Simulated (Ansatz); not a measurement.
# SiC (Moissanite): the cost of one run

Computed with Ansatz 0.2.0 (DFT PBE, scalar-relativistic, plane waves, PAW, unless a step's input says otherwise).

2 further runs of the same task are left out: 2 set aside as unsound or not needed.

## (1) Starting point

The structure is hexagonal, space group P6_3mc (No. 186). Conventional cell: a = 3.092 Å, b = 3.092 Å, c = 5.074 Å, α = 90.00°, β = 90.00°, γ = 120.00°. Si (site symmetry 3m) has 4 C at 1.89 to 1.91 Å as nearest neighbours. C (site symmetry 3m) has 4 Si at 1.89 to 1.91 Å as nearest neighbours.

Structure file:

```cif
data_structure
_symmetry_space_group_name_H-M 'P6_3mc'
_symmetry_Int_Tables_number 186
_cell_length_a 3.0920
_cell_length_b 3.0920
_cell_length_c 5.0738
_cell_angle_alpha 90.000
_cell_angle_beta 90.000
_cell_angle_gamma 120.000
_cell_volume 42.01
loop_
_atom_site_label
_atom_site_type_symbol
_atom_site_symmetry_multiplicity
_atom_site_Wyckoff_symbol
_atom_site_fract_x
_atom_site_fract_y
_atom_site_fract_z
_atom_site_occupancy
Si1 Si 2 b 0.33333 0.66667 0.00456 1
C1 C 2 b 0.33333 0.66667 0.38044 1
```

It is the result of an earlier relaxation at this level (volume 10.50 Å³/atom; gap on the mesh: 2.31 eV).

## (2) Volume × 0.97

The input, input.yaml:

```yaml
crystal:
  lattice:
    - [3.0607523961, 0.0, 0.0]
    - [-1.5303761981, 2.6506893297, 0.0]
    - [0.0, 0.0, 5.0225111438]
  atoms:
    - { symbol: Si, position: [0.3333333333, 0.6666666667, 0.0045636683] }
    - { symbol: Si, position: [0.6666666667, 0.3333333333, 0.5045636683] }
    - { symbol: C, position: [0.3333333333, 0.6666666667, 0.3804363317] }
    - { symbol: C, position: [0.6666666667, 0.3333333333, 0.8804363317] }
basis:
  ecutwfc: 420
kpoints:
  mp_grid: { grid: [12, 12, 6] }
hamiltonian:
  xc: pbe
scf:
  occupations: { method: gaussian, width: 0.02 }
output:
  forces: true
  stress: true
  eigenvalues: true
relax:
  adjacent_minimum: "off"
  f_tol: 0.01
  max_steps: 30
  cell: { stress_tol: 0.1, fix: [volume] }
```

Started as:

```
$ ansatz run input.yaml --threads 1 --pin off --max-ram 2560MiB --backend cpu --events-out ev --progress --plain --runs-dir out
```

Q: Estimate wall time and peak memory on 1 thread of Arm Neoverse V2, shared host.

About 7.6 s, with a peak of 0.33 GiB.
